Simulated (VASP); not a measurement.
# Sb (I4/mmm) in VASP: notebook, part 2 of 3

VASP 6.6.1.

## Step 4: Single point, r2SCAN

Contents of INCAR:

```
ADDGRID = False
ALGO = Normal
EDIFF = 1E-6
ENCUT = 200
ISIF = 2
ISMEAR = 0
LASPH = True
LCHARG = False
LMIXTAU = True
LREAL = False
LWAVE = False
METAGGA = R2SCAN
NBANDS = 8
NELM = 100
PREC = Accurate
SIGMA = 0.05
```

Contents of KPOINTS:

```
k-points
0
Gamma
  5 5 5
```

Contents of POSCAR:

```
Sb
1.0
   -1.5765401831      1.5765401831      2.7119384313
    1.5765401831     -1.5765401831      2.7119384313
    1.5765401831      1.5765401831     -2.7119384313
Sb
1
Direct
    0.0000000000      0.0000000000      0.0000000000
```

Potentials or basis: VASP PAW PBE potentials, release 64 (Sb).

On the command line:

```bash
$ cat potpaw_PBE.64/Sb/POTCAR > POTCAR
$ mpirun -np 1 vasp_std > vasp.out
```

OUTCAR:

```text
EDIFF = 1E-6
   ENCUT = 200
   ISIF = 2
   ISMEAR = 0
   LASPH = True
   LREAL = False
   METAGGA = R2SCAN
   NELM = 100
   PREC = Accurate

 Found     18 irreducible k-points:

 Following reciprocal coordinates:
            Coordinates               Weight
  0.000000  0.000000  0.000000      1.000000
  0.200000 -0.000000  0.000000      8.000000
  0.400000  0.000000 -0.000000      8.000000
  0.200000  0.200000  0.000000      8.000000
  0.400000  0.200000  0.000000     16.000000
 -0.400000  0.200000 -0.000000     16.000000
   k-points           NKPTS =     18   k-points in BZ     NKDIM =     18   number of bands    NBANDS=      8
   number of dos      NEDOS =    301   number of ions     NIONS =      1
   total plane-waves  NPLWV =   4096
   dimension x,y,z NGX =    16 NGY =   16 NGZ =   16
   dimension x,y,z NGXF=    32 NGYF=   32 NGZF=   32
   ions per type =               1
   NGX,Y,Z   is equivalent  to a cutoff of   7.58,  7.58,  7.58 a.u.
   NGXF,Y,Z  is equivalent  to a cutoff of  15.15, 15.15, 15.15 a.u.
 SYSTEM =  unknown system
   PREC   = accura    normal or accurate (medium, high low for compatibility)
   ISTART =      0    job   : 0-new  1-cont  2-samecut
   ICHARG =      2    charge: 1-file 2-atom 10-const
   ISPIN  =      1    spin polarized calculation?
   LNONCOLLINEAR =      F non collinear calculations
   LSORBIT =      F    spin-orbit coupling
   LASPH  =      T    aspherical Exc in radial PAW
   ENCUT  =  200.0 eV  14.70 Ry    3.83 a.u.   4.05  4.05  4.05*2*pi/ulx,y,z
   NELM   =    100;   NELMIN=  2; NELMDL= -5     # of ELM steps
   EDIFF  = 0.1E-05   stopping-criterion for ELM
   LREAL  =      F    real-space projection
   EDIFFG = 0.1E-04   stopping-criterion for IOM
   NSW    =      0    number of steps for IOM
   IBRION =     -1    ionic relax: 0-MD 1-quasi-New 2-CG
   NFREE  =      0    steps in history (QN), initial steepest desc. (CG)
   ISIF   =      2    stress and relaxation
   ISYM   =      2    0-nonsym 1-usesym 2-fastsym
   POTIM  = 0.5000    time-step for ionic-motion
   TEBEG  =    0.0;   TEEND  =   0.0 temperature during run
   PSTRESS=    0.0 pullay stress
   NELECT =       5.0000    total number of electrons
   NUPDOWN=      -1.0000    fix difference up-down
   EMIN   =  10.00;   EMAX   =-10.00  energy-range for DOS
   EFERMI =   0.00;   METHOD = LEGACY
   ISMEAR =     0;   SIGMA  =   0.05  broadening in eV -4-tet -1-fermi 0-gaus
   EFERMI_NEDOS =   21; number of points for ismear=-14 and -15
   IALGO  =     38    algorithm
   IMIX   =      4    mixing-type and parameters
     AMIX     =   0.40;   BMIX     =  1.00
     AMIX_MAG =   1.60;   BMIX_MAG =  1.00
  volume/ion in A,a.u.               =      26.96       181.95
  Fermi-wavevector in a.u.,A,eV,Ry     =   0.933573  1.764197 11.858269  0.871558
  Thomas-Fermi vector in A             =   2.060288
   LORBIT       =      0    0 simple, 1 ext, 2 COOP (PROOUT), +10 PAW based schemes
   METAGGA = R2SCAN    functional components
   LHFCALC =     F    Hartree Fock is set to
   AEXX    =    0.0000 exact exchange contribution
   IVDW    =     0    specifies the selected vdW correction
   LEPSILON=     F    determine dielectric tensor
   LRPA    =     F    only Hartree local field effects (RPA)
 non-spin polarized calculation
 Gauss-broadening in eV      SIGMA  =   0.05
  energy-cutoff  :      200.00
  volume of cell :       26.96
 maximum number of plane-waves:       178
   NGX =  7   NGY =  7   NGZ =  7

 number of electron       5.0000008 magnetization

 Free energy of the ion-electron system (eV)
  ---------------------------------------------------
  ext. energy  EPLUGINS =         0.00000000
  ---------------------------------------------------
  free energy    TOTEN  =       -25.17327541 eV

  energy without entropy =      -25.16812718  energy(sigma->0) =      -25.17070129

 E-fermi :   8.6536     XC(G=0): -10.7902

 val. band max:        8.6487910941   @ k =   0.4000   0.4000  -0.0000
 cond. band min:       8.6711254534   @ k =   0.4000   0.2000   0.0000
 fundamental gap:      0.0223343593
 Fermi energy:         8.6535572441

 k-point     1 :       0.0000    0.0000    0.0000
  band No.  band energies     occupation
      1      -5.1356      2.00000
      2      13.3297      0.00000
      3      14.1889      0.00000
      4      14.1889      0.00000
      5      18.1634      0.00000
      6      19.6852      0.00000
      7      19.7459      0.00000
      8      19.7459      0.00000
[... 45 lines left out ...]
 k-point     6 :      -0.4000    0.2000   -0.0000
  band No.  band energies     occupation
      1      -1.8352      2.00000
      2       5.4357      2.00000
      3       9.7243      0.00000
      4      10.7202      0.00000
      5      15.1677      0.00000
      6      17.3641      0.00000
      7      18.8709      0.00000
      8      23.7371      0.00000

 [... further k-points ...]

------------------------ aborting loop because EDIFF is reached ----------------------------------------

  FORCE on cell =-STRESS in cart. coord.  units (eV):
  Direction    XX          YY          ZZ          XY          YZ          ZX
  --------------------------------------------------------------------------------------
  -------------------------------------------------------------------------------------
  Total        0.0452446      0.0452446      0.3261684      0.0000000      0.0000000      0.0000000
  in kB        2.6886062      2.6886062     19.3821801      0.0000000      0.0000000      0.0000000
  external PRESSURE =       8.2531308 kB  Pullay stress =       0.0000000 kB

 VOLUME and BASIS-vectors are now :
 -----------------------------------------------------------------------------
  energy-cutoff  :      200.00
  volume of cell :       26.96
      direct lattice vectors                 reciprocal lattice vectors
    -1.576540183  1.576540183  2.711938431     0.000000000  0.317150178  0.184369967
     1.576540183 -1.576540183  2.711938431     0.317150178  0.000000000  0.184369967
     1.576540183  1.576540183 -2.711938431     0.317150178  0.317150178  0.000000000

 POSITION                                       TOTAL-FORCE (eV/Angst)
 -----------------------------------------------------------------------------------
      0.00000      0.00000      0.00000         0.000000     -0.000000      0.000000
 -----------------------------------------------------------------------------------
    total drift:                               -0.000000      0.000000      0.000000

  FREE ENERGIE OF THE ION-ELECTRON SYSTEM (eV)
  ---------------------------------------------------
  free  energy   TOTEN  =       -25.1732754058 eV

  energy  without entropy=      -25.1681271815  energy(sigma->0) =      -25.17070129
```

Run time: 6.9 s. Hardware: 1 thread of Intel Xeon Platinum 8375C at 2.90GHz (Ice Lake), shared host; peak memory 0.11 GiB.

The run converged, but some of its settings lie outside the range that counts as converged, so its numbers aren't taken as properties of the crystal.

Results:

| Item | Value |
| --- | --- |
| Free energy | -25.1733 eV |
| Pressure | 0.8 GPa |
| Band gap on the k mesh | none (metal or under the smearing width) |

Caveat: the k mesh is coarse (spacing up to 0.56 Å⁻¹), so the values aren't converged; the cutoff is under 1.25 times the usual one of these potentials, so pressure, stress and relaxed cells hold a basis-set (Pulay) error; the PAW data sets were made with another functional, which shifts forces and pressure a little.

## Step 5: Single point, r2SCAN

INCAR is that of step 4.

KPOINTS is that of step 4.

Contents of POSCAR:

```
Sb
1.0
   -1.5638750000      1.6131910000      2.7402030000
    1.6104090000     -1.5604430000      2.7365900000
    1.5281950000      1.5247630000     -2.7095380000
Sb
1
Direct
    0.0004760000      0.0218010000      0.0165680000
```

Potentials or basis: VASP PAW PBE potentials, release 64 (Sb).

On the command line:

```bash
$ cat potpaw_PBE.64/Sb/POTCAR > POTCAR
$ mpirun -np 1 vasp_std > vasp.out
```

OUTCAR:

```text
EDIFF = 1E-6
   ENCUT = 200
   ISIF = 2
   ISMEAR = 0
   LASPH = True
   LREAL = False
   METAGGA = R2SCAN
   NELM = 100
   PREC = Accurate

 Found     63 irreducible k-points:

 Following reciprocal coordinates:
            Coordinates               Weight
  0.000000  0.000000  0.000000      1.000000
  0.200000  0.000000 -0.000000      2.000000
  0.400000  0.000000 -0.000000      2.000000
  0.000000  0.200000  0.000000      2.000000
  0.200000  0.200000 -0.000000      2.000000
  0.400000  0.200000 -0.000000      2.000000
   k-points           NKPTS =     63   k-points in BZ     NKDIM =     63   number of bands    NBANDS=      8
   number of dos      NEDOS =    301   number of ions     NIONS =      1
   total plane-waves  NPLWV =   4096
   dimension x,y,z NGX =    16 NGY =   16 NGZ =   16
   dimension x,y,z NGXF=    32 NGYF=   32 NGZF=   32
   ions per type =               1
   NGX,Y,Z   is equivalent  to a cutoff of   7.51,  7.52,  7.68 a.u.
   NGXF,Y,Z  is equivalent  to a cutoff of  15.01, 15.04, 15.36 a.u.
 SYSTEM =  unknown system
   PREC   = accura    normal or accurate (medium, high low for compatibility)
   ISTART =      0    job   : 0-new  1-cont  2-samecut
   ICHARG =      2    charge: 1-file 2-atom 10-const
   ISPIN  =      1    spin polarized calculation?
   LNONCOLLINEAR =      F non collinear calculations
   LSORBIT =      F    spin-orbit coupling
   LASPH  =      T    aspherical Exc in radial PAW
   ENCUT  =  200.0 eV  14.70 Ry    3.83 a.u.   4.09  4.08  3.99*2*pi/ulx,y,z
   NELM   =    100;   NELMIN=  2; NELMDL= -5     # of ELM steps
   EDIFF  = 0.1E-05   stopping-criterion for ELM
   LREAL  =      F    real-space projection
   EDIFFG = 0.1E-04   stopping-criterion for IOM
   NSW    =      0    number of steps for IOM
   IBRION =     -1    ionic relax: 0-MD 1-quasi-New 2-CG
   NFREE  =      0    steps in history (QN), initial steepest desc. (CG)
   ISIF   =      2    stress and relaxation
   ISYM   =      2    0-nonsym 1-usesym 2-fastsym
   POTIM  = 0.5000    time-step for ionic-motion
   TEBEG  =    0.0;   TEEND  =   0.0 temperature during run
   PSTRESS=    0.0 pullay stress
   NELECT =       5.0000    total number of electrons
   NUPDOWN=      -1.0000    fix difference up-down
   EMIN   =  10.00;   EMAX   =-10.00  energy-range for DOS
   EFERMI =   0.00;   METHOD = LEGACY
   ISMEAR =     0;   SIGMA  =   0.05  broadening in eV -4-tet -1-fermi 0-gaus
   EFERMI_NEDOS =   21; number of points for ismear=-14 and -15
   IALGO  =     38    algorithm
   IMIX   =      4    mixing-type and parameters
     AMIX     =   0.40;   BMIX     =  1.00
     AMIX_MAG =   1.60;   BMIX_MAG =  1.00
  volume/ion in A,a.u.               =      26.96       181.95
  Fermi-wavevector in a.u.,A,eV,Ry     =   0.933573  1.764197 11.858272  0.871558
  Thomas-Fermi vector in A             =   2.060288
   LORBIT       =      0    0 simple, 1 ext, 2 COOP (PROOUT), +10 PAW based schemes
   METAGGA = R2SCAN    functional components
   LHFCALC =     F    Hartree Fock is set to
   AEXX    =    0.0000 exact exchange contribution
   IVDW    =     0    specifies the selected vdW correction
   LEPSILON=     F    determine dielectric tensor
   LRPA    =     F    only Hartree local field effects (RPA)
 non-spin polarized calculation
 Gauss-broadening in eV      SIGMA  =   0.05
  energy-cutoff  :      200.00
  volume of cell :       26.96
 maximum number of plane-waves:       180
   NGX =  9   NGY =  9   NGZ =  7

 number of electron       5.0000001 magnetization

 Free energy of the ion-electron system (eV)
  ---------------------------------------------------
  ext. energy  EPLUGINS =         0.00000000
  ---------------------------------------------------
  free energy    TOTEN  =       -25.19251876 eV

  energy without entropy =      -25.19193440  energy(sigma->0) =      -25.19222658

 E-fermi :   8.5372     XC(G=0): -10.7849

 val. band max:        8.5112696114   @ k =   0.4000   0.4000   0.2000
 cond. band min:       8.6001594859   @ k =   0.2000   0.2000  -0.0000
 fundamental gap:      0.0888898745
 Fermi energy:         8.5371689188

 k-point     1 :       0.0000    0.0000    0.0000
  band No.  band energies     occupation
      1      -5.1424      2.00000
      2      13.1596      0.00000
      3      14.1908      0.00000
      4      14.2370      0.00000
      5      18.0965      0.00000
      6      19.3443      0.00000
      7      19.7441      0.00000
      8      19.9775      0.00000
[... 45 lines left out ...]
 k-point     6 :       0.4000    0.2000   -0.0000
  band No.  band energies     occupation
      1      -0.7327      2.00000
      2       3.4812      2.00000
      3       8.7072      0.00000
      4      10.3474      0.00000
      5      15.8625      0.00000
      6      17.9421      0.00000
      7      22.2539      0.00000
      8      22.7788      0.00000

 [... further k-points ...]

------------------------ aborting loop because EDIFF is reached ----------------------------------------

  FORCE on cell =-STRESS in cart. coord.  units (eV):
  Direction    XX          YY          ZZ          XY          YZ          ZX
  --------------------------------------------------------------------------------------
  -------------------------------------------------------------------------------------
  Total        0.1291753      0.1348500      0.1025531     -0.2142194      0.3155252      0.3124072
  in kB        7.6760937      8.0133092      6.0941017    -12.7297422     18.7497261     18.5644384
  external PRESSURE =       7.2611682 kB  Pullay stress =       0.0000000 kB

 VOLUME and BASIS-vectors are now :
 -----------------------------------------------------------------------------
  energy-cutoff  :      200.00
  volume of cell :       26.96
      direct lattice vectors                 reciprocal lattice vectors
    -1.563875000  1.613191000  2.740203000     0.002055809  0.316948054  0.179518554
     1.610409000 -1.560443000  2.736590000     0.317083613  0.001847581  0.179876686
     1.528195000  1.524763000 -2.709538000     0.322328449  0.322401118 -0.005843793

 POSITION                                       TOTAL-FORCE (eV/Angst)
 -----------------------------------------------------------------------------------
      0.05968     -0.00799      0.01607         0.000000      0.000000      0.000000
 -----------------------------------------------------------------------------------
    total drift:                               -0.000003     -0.000000      0.000001

  FREE ENERGIE OF THE ION-ELECTRON SYSTEM (eV)
  ---------------------------------------------------
  free  energy   TOTEN  =       -25.1925187591 eV

  energy  without entropy=      -25.1919343995  energy(sigma->0) =      -25.19222658
```

Run time: 9.3 s. Hardware: 1 thread of Intel Xeon Platinum 8375C at 2.90GHz (Ice Lake), shared host; peak memory 0.11 GiB.

These settings aren't checked as converged: the numbers below hold their error.

Results:

| Item | Value |
| --- | --- |
| Free energy | -25.1925 eV |
| Pressure | 0.7 GPa |
| Band gap on the k mesh | none (metal or under the smearing width) |

Caveat: the k mesh is coarse (spacing up to 0.57 Å⁻¹), so the values aren't converged; the cutoff is under 1.25 times the usual one of these potentials, so pressure, stress and relaxed cells hold a basis-set (Pulay) error; the PAW data sets were made with another functional, which shifts forces and pressure a little.

[end of part 2 of 3]
